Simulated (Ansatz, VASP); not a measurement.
## Sb in VASP and in Ansatz

File POSCAR:

```
Sb
1.0
   -1.8713408863      1.8713408863      1.8713408863
    1.8713408863     -1.8713408863      1.8713408863
    1.8713408863      1.8713408863     -1.8713408863
Sb
1
Direct
    0.0000000000      0.0000000000      0.0000000000
```

INCAR.step1

```
PREC = Accurate
ENCUT = 520
ISMEAR = -1
SIGMA = 0.08
LREAL = F
LASPH = T
NELM = 60
NBANDS = 8
GGA = PE
ALGO = Normal
EDIFF = 1E-4
LWAVE = T
LCHARG = F
```

INCAR.step2

```
PREC = Accurate
ENCUT = 520
EDIFF = 1E-8
ISMEAR = -1
SIGMA = 0.08
LREAL = F
LASPH = T
NELM = 60
ALGO = Normal
ISIF = 2
LWAVE = F
LCHARG = F
METAGGA = R2SCAN
LMIXTAU = T
LEFG = T
NBANDS = 8
ISTART = 1
```

Contents of KPOINTS:

```
regular mesh
0
Gamma
  12 12 12
```

Input for Ansatz:

```yaml
crystal:
  lattice:
    - [-1.8713408863, 1.8713408863, 1.8713408863]
    - [1.8713408863, -1.8713408863, 1.8713408863]
    - [1.8713408863, 1.8713408863, -1.8713408863]
  atoms:
    - { symbol: Sb, position: [0.0, 0.0, 0.0] }
kpoints:
  mp_grid: { grid: [12, 12, 12] }
  band_path:
    path:
      - [0.0, 0.0, 0.0]
      - [0.5, -0.5, 0.5]
      - [0.0, 0.0, 0.5]
      - [0.0, 0.0, 0.0]
      - [0.25, 0.25, 0.25]
      - [0.5, -0.5, 0.5]
      - [0.25, 0.25, 0.25]
      - [0.0, 0.0, 0.5]
    npoints: 14
scf:
  occupations: { method: fermi_dirac, width: 0.08 }
hamiltonian:
  xc: r2scan
  pseudopotentials: { kind: paw }
output:
  forces: true
  stress: true
  eigenvalues: true
  efg: { contact_densities: true }
  populations: true
  bader: true
  dos: { projected: true, de: 0.2, e_range: [-14, 8] }
  write_density: true
  write_potential: true
  elf: true
  volumetric_format: npy
```

Alike in both runs: task electric field gradients; functional r2SCAN; k mesh 12 × 12 × 12; occupations fermi-dirac, width 0.08 eV; no spin polarisation.

```csv
,VASP,Ansatz
version,VASP 6.6.1,Ansatz 0.2.0
potentials or method,"VASP PAW PBE potentials, release 64 (Sb)","PAW with Ansatz's default frozen-core files, scalar-relativistic"
plane-wave cutoff (eV),520,500
valence electrons in the cell,5,15
```

```tsv
	VASP	Ansatz	Ansatz less VASP
pressure (GPa)	1.8	1.9	+0.08
Vzz of the field gradient on the site that differs most (V/Å²)	0.0	0.0	0.00
```

The functional is the same, so the differences come from potentials, cutoffs and numerics. The two sets of potentials don't hold the same shells in valence. Ansatz warned: «gradients_without_spin_orbit».

Caveats: the PAW data sets were made with another functional, which shifts forces and pressure a little (VASP). The runs have no spin-orbit coupling, so splittings on Sb are missing.
